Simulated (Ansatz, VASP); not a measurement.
Se: VASP beside Ansatz

The input INCAR:

```
PREC = Accurate
ENCUT = 520
EDIFF = 1E-6
ISMEAR = -1
SIGMA = 0.08
LREAL = False
LASPH = True
NELM = 80
ALGO = Normal
ISIF = 2
LWAVE = False
LCHARG = True
GGA = PE
LELF = True
LVHAR = True
NBANDS = 13
```

The input KPOINTS:

```
Automatic mesh
0
Gamma
  13 13 13
```

The input POSCAR:

```
Se
1.0
    1.9318516884     -1.1153550923      3.1576422076
    0.0000000000      2.2307101846      3.1576422076
   -1.9318516884     -1.1153550923      3.1576422076
Se
2
Direct
    0.2500000000      0.2500000000      0.2500000000
   -0.2500000000     -0.2500000000     -0.2500000000
```

Input for Ansatz:

```yaml
crystal:
  lattice:
    - [1.9318516884, -1.1153550923, 3.1576422076]
    - [0.0, 2.2307101846, 3.1576422076]
    - [-1.9318516884, -1.1153550923, 3.1576422076]
  atoms:
    - { symbol: Se, position: [0.25, 0.25, 0.25] }
    - { symbol: Se, position: [-0.25, -0.25, -0.25] }
kpoints:
  mp_grid: { grid: [13, 13, 13] }
scf:
  occupations: { method: fermi_dirac, width: 0.08 }
hamiltonian:
  xc: pbe
  pseudopotentials: { kind: all_electron, lapw: { basis_error: 0.001 } }
output:
  forces: true
  stress: true
  eigenvalues: true
  populations: true
```

Change from the starting cell: volume scaled by 0.9, LAPW.

Alike in both runs: task single point; functional PBE; k mesh 13 × 13 × 13; occupations fermi-dirac, width 0.08 eV; no spin polarisation.

|  | VASP | Ansatz |
| --- | --- | --- |
| version | VASP 6.6.1 | Ansatz 0.2.0 |
| potentials or method | VASP PAW PBE potentials, release 64 (Se) | all-electron LAPW, scalar-relativistic |
| plane-wave cutoff (eV) | 520 | see its input |

VASP gave:

```
pressure (GPa) : 9.4
```

Problem. Which values does Ansatz return?

Solution. Pressure (GPa): 9.3.

Ansatz ran all-electron here, so the differences hold the error of VASP's frozen core and of both bases.
